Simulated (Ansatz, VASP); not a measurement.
Cu in VASP and in Ansatz

The input INCAR:

```
SYSTEM = Cu
PREC = Accurate
ENCUT = 520
EDIFF = 1E-7
ISMEAR = 0
SIGMA = 0.1
LREAL = .FALSE.
LASPH = .TRUE.
NELM = 60
ALGO = Normal
ISIF = 2
LWAVE = .FALSE.
LCHARG = .FALSE.
GGA = PS
NBANDS = 12
```

File KPOINTS:

```
Automatic mesh
0
G
  8 8 8
  0 0 0
```

POSCAR

```
Cu
1.0
    0.0000000000      1.8075000000      1.8075000000
    1.8075000000      0.0000000000      1.8075000000
    1.8075000000      1.8075000000      0.0000000000
Cu
1
Direct
    0.0000000000      0.0000000000      0.0000000000
```

Input for Ansatz:

```yaml
crystal:
  lattice:
    - [0.0, 1.8075, 1.8075]
    - [1.8075, 0.0, 1.8075]
    - [1.8075, 1.8075, 0.0]
  atoms:
    - { symbol: Cu, position: [0.0, 0.0, 0.0] }
basis:
  ecutwfc: 420
kpoints:
  mp_grid: { grid: [8, 8, 8] }
hamiltonian:
  xc: pbesol
scf:
  occupations: { method: gaussian, width: 0.1 }
output:
  forces: true
  stress: true
  eigenvalues: true
```

Alike in both runs: task single point; functional PBEsol; k mesh 8 × 8 × 8; occupations gaussian, width 0.1 eV; no spin polarisation.

```csv
,VASP,Ansatz
version,VASP 6.6.1,Ansatz 0.2.0
potentials or method,"VASP PAW PBE potentials, release 64 (Cu)","scalar-relativistic, plane waves, PAW"
plane-wave cutoff (eV),520,420
valence electrons in the cell,11,19
```

|  | VASP | Ansatz | Ansatz less VASP |
| --- | --- | --- | --- |
| gap on the k mesh at the Fermi level (eV) | none | none | - |
| pressure (GPa) | -5.0 | -5.6 | -0.67 |

A gap of «none» marks a metal or a gap that the smearing closes. The functional is the same, so the differences come from potentials, cutoffs and numerics. The two sets of potentials don't hold the same shells in valence.

Caveats: the k mesh is coarse (spacing up to 0.38 Å⁻¹), so the values aren't converged; the PAW data sets were made with another functional, which shifts forces and pressure a little (VASP).
